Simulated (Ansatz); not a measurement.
# H_Cl in CsLi2Cl3 (Immm): charge-transition levels and formation energies

Aim: at which Fermi levels does H_Cl in CsLi2Cl3 (Immm) change its charge? The model is a cell of 72 host atoms with 1 Cl taken out and 1 H put in.

Method: place-levels on PBEsol runs: charge-transition levels and formation energies with image-charge correction and potential alignment at the atomic sites, in Ansatz 0.2.0.

Most raw output is cut from this account.

### 1. The structure

The cell holds 72 atoms: 12 Cs, 24 Li, 35 Cl and 1 H. Its edges and angles: a = 13.503 Å, b = 11.191 Å, c = 12.249 Å, α = 90.0°, β = 90.0°, γ = 66.3°. It derives from CsLi2Cl3 (space group Immm). Nearest the centre at fractional (0.250, 0.750, 0.500): H24 at 0.00 Å, Li8 at 2.36 Å, Li12 at 2.36 Å, Cs3 at 3.41 Å, Cs25 at 3.41 Å, Cs27 at 3.41 Å, Cs1 at 3.41 Å, Cl37 at 3.79 Å.

The host's dielectric constants go in as inputs: (2.85, 2.89, 2.78) for the electrons alone, (6.77, 18.28, 7.27) with the ions, from a response run on this crystal (DFPT, PBEsol) at that run's own cell.

The cell's shortest repeat is 11.2 Å.

### 2. Charge states

A transition level is the Fermi level at which two charge states cost the same, so each charge needs its own total energy, at its own relaxed structure.

Random displacements of about 0.05 Å break the site symmetry at the start, so that the relaxation can reach a distorted minimum if there is one. Forces are taken at one point at (¼, ¼, ¼). The cell holds 1 electron more than the neutral one, with a uniform background that keeps it neutral on the whole. The electron count is odd, so at least one spin is unpaired; this run locks the moment at 1 μB.

The sampling was tested on the host first: at the k-points planned (1x1x1 shifted 0.25 0.25 0.25) its energy lies 0.002 eV an atom from the dense-mesh value, under the bound of 0.02 eV set for this test; that bounds the host's error, not the defect's.

One of the inputs; charge, spin and start change from state to state.

The input, qm1_M1.relax/input.yaml:

```yaml
crystal:
  lattice:
    - [13.50323186, 0.0, 0.0]
    - [4.50107729, 10.24634267, 0.0]
    - [0.0, 0.0, 12.24892595]
  atoms:
    - { symbol: Cs, position: [0.0, 0.0, 0.5] }
    - { symbol: Cs, position: [0.08333333, 0.25, 0.0] }
    - { symbol: Cs, position: [0.16666667, 0.5, 0.5] }
[... 1 atom line left out ...]
    - { symbol: Li, position: [0.0, 0.0, 0.80716514] }
[... 2 atom lines left out ...]
    - { symbol: Li, position: [0.25, 0.75, 0.30716514] }
[... 2 atom lines left out ...]
    - { symbol: Li, position: [0.16666667, 0.5, 0.19283486] }
    - { symbol: Li, position: [0.25, 0.75, 0.69283486] }
[... 1 atom line left out ...]
    - { symbol: Cl, position: [0.08333333, 0.75, 0.7720696] }
    - { symbol: Cl, position: [0.16666667, 0.0, 0.2720696] }
[... 2 atom lines left out ...]
    - { symbol: Cl, position: [0.08333333, 0.75, 0.2279304] }
    - { symbol: Cl, position: [0.16666667, 0.0, 0.7279304] }
[... 4 atom lines left out ...]
    - { symbol: H, position: [0.25, 0.75, 0.5] }
    - { symbol: Cs, position: [0.33333333, 0.0, 0.5] }
[... 1 atom line left out ...]
    - { symbol: Cs, position: [0.5, 0.5, 0.5] }
[... 7 atom lines left out ...]
    - { symbol: Li, position: [0.5, 0.5, 0.19283486] }
[... 1 atom line left out ...]
    - { symbol: Cl, position: [0.33333333, 0.5, 0.2720696] }
    - { symbol: Cl, position: [0.41666667, 0.75, 0.7720696] }
[... 2 atom lines left out ...]
    - { symbol: Cl, position: [0.33333333, 0.5, 0.7279304] }
    - { symbol: Cl, position: [0.41666667, 0.75, 0.2279304] }
[... 5 atom lines left out ...]
    - { symbol: Cl, position: [0.58333333, 0.75, 0.5] }
[... 23 atom lines left out ...]
    - { symbol: Cl, position: [0.91666667, 0.75, 0.5] }
  host:
    repeats: [3, 1, 1]
    atoms:
      - { symbol: Cs, position: [0.0, 0.0, 0.5] }
      - { symbol: Cs, position: [0.25, 0.25, 0.0] }
      # ... 22 more atoms of the perfect host
total_charge: -1
basis:
  ecutwfc: 420
  xc_grid: 2
hamiltonian:
  xc: pbesol
kpoints:
  mp_grid: { grid: [1, 1, 1], shift: [0.25, 0.25, 0.25] }
magnetization:
  spin_polarized: true
  initial_magnetization: 1
  spin_locking: { lock_magnetization: hard }
scf:
  occupations: { method: fixed }
  max_iter: 100
output:
  forces: true
  charged_corrections:
    epsilon: [2.85, 2.89, 2.78]
    static_epsilon: [6.77, 18.28, 7.27]
    defect_position: [0.25, 0.75, 0.5]
relax:
  f_tol: 0.02
  max_steps: 80
  random_displacement: { amplitude: 0.05, seed: 2954 }
checkpoint:
  write: "../qm1_M1.relax.run"
  compress: false
  write_wavefunctions: true
  write_every: 100000
```

The run is started by

```bash
ansatz run input.yaml --threads 4 --pin off --max-ram 14131MiB --backend cpu --events-out ev --progress --plain --runs-dir out
```

The relaxed structure is kept and the sampling changed to a 2×2×2 shifted mesh.

The run of this state that the levels use, under PBEsol:

The input, qm1_M1.point/input.yaml:

```yaml
crystal:
  checkpoint: "../qm1_M1.relax.run"
  host: checkpoint
total_charge: -1
basis:
  ecutwfc: 420
  xc_grid: 2
hamiltonian:
  xc: pbesol
kpoints:
  mp_grid: { grid: [2, 2, 2], shift: [0.5, 0.5, 0.5] }
magnetization:
  spin_polarized: true
  initial_magnetization: 1
  spin_locking: { lock_magnetization: hard }
scf:
  occupations: { method: fermi_dirac, width: 0.01 }
  max_iter: 100
output:
  forces: true
  eigenvalues: true
  charged_corrections:
    epsilon: [2.85, 2.89, 2.78]
    static_epsilon: [6.77, 18.28, 7.27]
    defect_position: [0.25, 0.75, 0.5]
  eigenstates: { localisation: true }
  populations: true
  efg: {}
  band_densities: [{ bands: [v1, v1] }, { bands: [c1, c1] }]
  write_density: true
  write_potential: true
  volumetric_format: npy
  elf: true
checkpoint:
  read: "../qm1_M1.relax.run"
  write: "../qm1_M1.point.run"
  compress: false
  write_wavefunctions: false
  write_every: 100000
```

Relaxations under PBEsol at one point at (¼, ¼, ¼); times on 4 threads of Arm Neoverse V1, shared host:

| charge | moment (μB) | occupations | outcome | steps | largest displacement against the far atoms (Å) | time |
| --- | --- | --- | --- | --- | --- | --- |
| −1 | 1 | fixed | converged | 5 | 0.34 | 3.7 min |
| 0 | 0 | fixed | converged | 5 | 0.33 | 1.7 min |
| +1 | 1 | fixed | converged | 6 | 0.37 | 5.3 min |

Single points under PBEsol at a 2×2×2 shifted mesh; times on 4 threads of Arm Neoverse V1, shared host:

| charge | moment (μB) | occupations | outcome | time |
| --- | --- | --- | --- | --- |
| −1 | 1 | fermi-dirac | converged | 7 min |
| 0 | 0 | fermi-dirac | converged | 2.9 min |
| +1 | 1 | fermi-dirac | converged | 5.8 min |

Distances (Å) from H24 to the nearest atoms after relaxation with PBEsol:

```
charge  moment (μB)       1.       2.       3.       4.       5.       6.
    −1            1  Li 2.02  Li 2.02  Cs 3.33  Cs 3.33  Cs 3.36  Cs 3.36
     0            0  Li 2.03  Li 2.03  Cs 3.33  Cs 3.34  Cs 3.36  Cs 3.36
    +1            1  Li 2.73  Li 2.74  Cs 3.51  Cs 3.51  Cs 3.52  Cs 3.52
```

### 3. Levels against the band edges, PBEsol

A charged cell interacts with its images and the background, and its potential has another zero than the host's. place-levels removes the first by a point-charge model, screened by the static dielectric constant since the ions have relaxed around the charge, and the second by comparing potentials at atoms far from the defect.

The host is a run of the defect-free crystal in the same cutoffs, grids and k-points, so that basis and sampling errors cancel in part in the differences. Its band edges come from a run of the primitive cell that searches the zone for them. The host is run in a cell of 24 atoms on a matching mesh. Chemical potentials are energies per atom of Cl (Cl2 molecule) and H (H2 molecule), run with the same functional and cutoff.

The input, levels.point.yaml:

```yaml
host:
  run: host.point.run
  levels_from: { run: edges.point.run }
states: [qm1_M1.point.run, q0.point.run, qp1_M1.point.run]
geometry_from:
  qm1_M1.point.run: qm1_M1.relax.run
  q0.point.run: q0.relax.run
  qp1_M1.point.run: qp1_M1.relax.run
  host.point.run: host.relax.run
chemical_potentials:
  Cl:
    energy: -1060.711994
    dataset: "<sha256 of the dataset>"
  H:
    energy: -15.609288
    dataset: "<sha256 of the dataset>"
epsilon: [2.85, 2.89, 2.78]
static_epsilon: [6.77, 18.28, 7.27]
vertical:
  - { from: qm1_M1.point.run, to: qm1_M1.point_neutral.run }
  - { from: qp1_M1.point.run, to: qp1_M1.point_neutral.run }
```

The run is started by

```bash
ansatz place-levels levels.point.yaml -- --threads 4 --pin off --max-ram 14131MiB
```

Run time: 0.41 s. Hardware: 4 threads of Arm Neoverse V1, shared host.

Under PBEsol the gap is 5.35 eV, (+1/0) 0.75, (0/−1) 5.39 (outside the gap) (with band filling) eV.

Levels between the charges placed, in eV above the valence top:

|  | gap (eV) | (+1/0) | (0/−1) |
| --- | --- | --- | --- |
| PBEsol | 5.35 | 0.75 | 5.39 |

Corrections by state:

```csv
charge,moment (μB),image terms and alignment (eV),band filling (eV),ε used,"over the lowest of its charge, as the program ranks them, band filling apart (eV)"
+1,1.0,0.070,-,"principal values (6.77, 7.27, 18.28)",0.000
0,0.0,0.000,-,-,0.000
−1,1.0,0.223,-0.416,"principal values (6.77, 7.27, 18.28)",0.000
```

The charged structures listed were also run neutral, and place-levels reads from each pair, by the potential or the spins, how wide the charge is by which they differ; that can be the carrier of either run.

```csv
charge,rms radius (Å),spread where it is widest against the cell (Å),wide from (Å),reading
+1,0.4,0.30,1.77,narrow
−1,8.7,4.86,1.77,wide
```

The neutral runs of these pairs need not share the spin of the lowest neutral state, and very wide values only mean spread over the cell.

From the program's caveats on the states, each cut to its opening words:

- charge 0: its displacements don't fall off away from the defect: farther atoms stand 0.016 Å off the host's places
- charge −1 (1 μB): it parts from the run at its places by a charge that spreads by about 4.9 Å along one vector (1.8 Å or more is wide), by its potential at epsilon [2.85, 2.89, [...]
- charge −1 (1 μB): a band-filling correction moves a carrier to the host's band edge, which changes its energy by -0.416 eV
- charge −1 (1 μB): its displacements don't fall off away from the defect: farther atoms stand 0.014 Å off the host's places
- charge −1 (1 μB): its moments are held at its close (magnetization.spin_locking), by a field of 0.039 eV a Bohr magneton, and its energy and levels are of the state that this [...]

Chemical potentials of the elements' reference phases, run alike. Formation energies (elemental references), with the Fermi level at the valence top and at the conduction bottom (gap 5.35 eV):

| charge | at valence top (eV) | at conduction bottom (eV) | correction included (eV) |
| --- | --- | --- | --- |
| +1 | 2.70 | 8.05 | 0.07 |
| 0 | 3.46 | 3.46 | 0.00 |
| −1 | 8.85 | 3.50 | -0.19 |

(Fermi level (eV), lowest formation energy (eV)): (0.00, 2.70), (0.49, 3.19), (0.97, 3.46), (1.46, 3.46), (1.94, 3.46), (2.43, 3.46), (2.92, 3.46), (3.41, 3.46), (3.89, 3.46), (4.38, 3.46), (4.86, 3.46), (5.35, 3.46)

### 4. Effect of the sampling

The relaxations' own energies give the levels at their sampling, for comparison.

The input, levels.relax_mesh.yaml:

```yaml
host:
  run: host.relax.run
  levels_from: { run: edges.relax.run }
states: [qm1_M1.relax.run, q0.relax.run, qp1_M1.relax.run]
chemical_potentials:
  Cl:
    energy: -1060.711994
    dataset: "<sha256 of the dataset>"
  H:
    energy: -15.609288
    dataset: "<sha256 of the dataset>"
```

The run is started by

```bash
ansatz place-levels levels.relax_mesh.yaml -- --threads 4 --pin off --max-ram 14131MiB
```

Elapsed: 0.15 s, on 4 threads.

Levels between neighbouring charges, in eV above the valence top:

```
                        gap (eV)  (+1/0)  (0/−1)
one point at (¼, ¼, ¼)      5.35    0.75    5.40
  a 2×2×2 shifted mesh      5.35    0.75    5.39
```

Going from one point at (¼, ¼, ¼) to a 2×2×2 shifted mesh moves the levels that carry no band-filling term by up to 0.00 eV and formation energies against the elements by up to 0.03 eV; band-filling terms, which differ between samplings, are in these energies.

### 5. Placing the levels, r2SCAN

r2SCAN on the same structure is run to see how far the result rests on the functional, though not on the errors that semilocal functionals share; the sampling changes too, to one point at (¼, ¼, ¼), so differences hold both changes.

The input, qm1_M1.r2scan/input.yaml:

```yaml
crystal:
  checkpoint: "../qm1_M1.relax.run"
  host: checkpoint
total_charge: -1
basis:
  ecutwfc: 500
  xc_grid: 2
hamiltonian:
  xc: r2scan
kpoints:
  mp_grid: { grid: [1, 1, 1], shift: [0.25, 0.25, 0.25] }
magnetization:
  spin_polarized: true
  initial_magnetization: 1
  spin_locking: { lock_magnetization: hard }
scf:
  occupations: { method: fermi_dirac, width: 0.01 }
  max_iter: 100
output:
  forces: true
  eigenvalues: true
  charged_corrections:
    epsilon: [2.85, 2.89, 2.78]
    static_epsilon: [6.77, 18.28, 7.27]
    defect_position: [0.25, 0.75, 0.5]
checkpoint:
  write: "../qm1_M1.r2scan.run"
  compress: false
  write_wavefunctions: false
  write_every: 100000
```

Elapsed: 3.5 min, on 4 threads; peak memory 6.4 GiB.

The input, levels.r2scan.yaml:

```yaml
host:
  run: host.r2scan.run
  levels_from: { run: edges.r2scan.run }
states: [qm1_M1.r2scan.run, q0.r2scan.run, qp1_M1.r2scan.run]
geometry_from:
  qm1_M1.r2scan.run: qm1_M1.relax.run
  q0.r2scan.run: q0.relax.run
  qp1_M1.r2scan.run: qp1_M1.relax.run
  host.r2scan.run: host.relax.run
chemical_potentials:
  Cl:
    energy: -1083.517615
    dataset: "<sha256 of the dataset>"
  H:
    energy: -15.945667
    dataset: "<sha256 of the dataset>"
```

The run is started by

```bash
ansatz place-levels levels.r2scan.yaml -- --threads 4 --pin off --max-ram 14131MiB
```

It took 0.25 s on 4 threads.

Under r2SCAN the gap is 6.21 eV, (+1/0) 0.97, (0/−1) 6.26 (outside the gap) (with band filling) eV.

### 6. Side by side

Levels between neighbouring charges, in eV above each run's own valence top:

|  | gap (eV) | (+1/0) | (0/−1) | CPU time a state at this stage (restarts are quicker than cold starts) |
| --- | --- | --- | --- | --- |
| PBEsol, 2×2×2 shifted mesh | 5.35 | 0.75 | 5.39 | 20 min |
| r2SCAN on PBEsol structures, (¼, ¼, ¼) | 6.21 | 0.97 | 6.26 | 10 min |

### 7. What came out

* gap of the host: 5.35 eV (PBEsol)
* level (plus 1/0): 0.75 eV above the valence top
* level (0/minus 1): 5.39 eV above the valence top, past the conduction bottom (5.81 eV above the valence top without the band-filling term)
* lowest of the charges placed, just above the valence top (0.02 eV): +1
* lowest of the charges placed, just below the conduction bottom (0.02 eV): 0
* lowest formation energy at mid-gap of the charges run, elemental references: 3.46 eV

What this shows: Of the charges placed (−1, 0 and +1), the lowest changes at 0.75 eV (+1/0) above the valence top, in a gap of 5.35 eV. Charges above +1 were not placed, so these runs say nothing of levels that involve them. States placed: +1 at 1 μB; 0 at 0 μB; −1 at 1 μB. Other spin states or structures, where not listed, weren't placed. The program finds carriers beyond a band edge of the host and adds a band-filling term at charge −1 (-0.42 eV); steps to such a charge show no bound level, and a defect level inside a band would be read the same way. H is taken at its element; compounds, which aren't counted here, bound the chemical potentials and would shift these formation energies. Going from one point at (¼, ¼, ¼) to a 2×2×2 shifted mesh moves the levels that carry no band-filling term by up to 0.00 eV and formation energies against the elements by up to 0.03 eV; band-filling terms, which differ between samplings, are in these energies. What this leaves open: PBEsol makes the gap too small and tends to spread out bound carriers; where a gas molecule sets a chemical potential or the host's formation energy, its binding is uncorrected; spin–orbit coupling, which can matter with heavy atoms, is left out.

[Logs are printed without paths, hosts, clocks, repeated set-up lines and the standing remarks that a program may print on its own settings, such as how far it seeks lower states.]

[Hosts, paths, dates, database ids (printed as entryN), source tags and the programs' standing remarks are cut or masked in the printed files.]

[Where a table of states has a column of steps, it counts the stored structures, which are thinned; the runs took as many ionic steps or more.]

[A defect's name tells the site on which it was built; relaxed atoms can leave that site.]

[For some hosts the program warned that the k-mesh of the response run may be too coarse for force constants and the static dielectric constant; such warnings are not shown here.]
